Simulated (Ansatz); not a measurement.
MgO (zincblende type), DFT, PBE, all-electron LAPW, scalar-relativistic (Ansatz 0.2.0), on 1 thread of Intel(R) Xeon(R) 6975P-C (Granite Rapids) (shared host).

Command: `ansatz run input.yaml --threads 1 --pin off --max-ram 3584MiB --backend cpu --events-out ev --progress --plain --runs-dir out`

```yaml
crystal:
  lattice:
    - [0.0, 2.0882511124, 2.0882511124]
    - [2.0882511124, 0.0, 2.0882511124]
    - [2.0882511124, 2.0882511124, 0.0]
  atoms:
    - { symbol: Mg, position: [0.0, 0.0, 0.0] }
    - { symbol: O, position: [0.25, 0.25, 0.25] }
kpoints:
  mp_grid: { grid: [16, 16, 16] }
scf:
  occupations: { method: fermi_dirac, width: 0.08 }
hamiltonian:
  xc: pbe
  pseudopotentials: { kind: all_electron, lapw: { basis_error: 0.0005 } }
output:
  forces: true
  stress: true
  eigenvalues: true
relax:
  f_tol: 0.005
  max_steps: 12
  cell: { p_target: 62.0, stress_tol: 0.031 }
```

**Question.** How large is the problem that the program sets up?

**Answer.** 145 irreducible k-points, 459 plane waves at Γ, 13 bands.

**Question.** About how long does it take?

**Answer.** 40 s of wall time for 14 SCF iterations over 3 geometries. Times on shared machines scatter by tens of per cent.
